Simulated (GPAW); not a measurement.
# ZnSe (Stilleite) in GPAW: the effect of volume scale

The system is ZnSe (Stilleite).

```
CELL_PARAMETERS angstrom
0.00000 2.88938 2.88938
2.88938 0.00000 2.88938
2.88938 2.88938 0.00000
ATOMIC_POSITIONS crystal
Se 0.75000 0.75000 0.75000
Zn 0.00000 0.00000 0.00000
```

Alike in all runs:

```yaml
Program: GPAW 26.7.0
Task: dielectric tensor
Functional: LDA
Potentials_or_basis: the program's PAW data sets (release 1.2.1) made for this functional
Cutoff: 500 eV
Basis: pw
k_mesh: 7 × 7 × 7
Occupations: fermi-dirac, width 0.001 eV
Spin: no spin polarisation
```

| volume scale | gap on the mesh (eV) | dielectric constant (mean) |
| --- | --- | --- |
| 1.06 | 0.82 | 7.64 |
| 0.94 | 1.30 | 7.11 |
| 0.96 | 1.21 | 7.17 |
| 0.98 | 1.13 | 7.24 |
| 1 | ? | ? |
| 1.02 | 0.97 | 7.41 |
| 1.04 | 0.89 | 7.52 |

Q: What does the run with volume scale 1 give?

A: gap on the mesh 1.04 eV; dielectric constant 7.32 mean.

Worked out: A straight line through the other rows of the gap on the mesh, of slope -4 eV per unit of volume scale, gives 1.05 eV, against the run's 1.04. A parabola through the other rows of the dielectric constant, of slope 4.39  per unit of volume scale there, gives 7.32 , against the run's 7.32.

Caveats: the long-wavelength limit can be off by several per cent where d states take part.

A k mesh can miss the band edges.
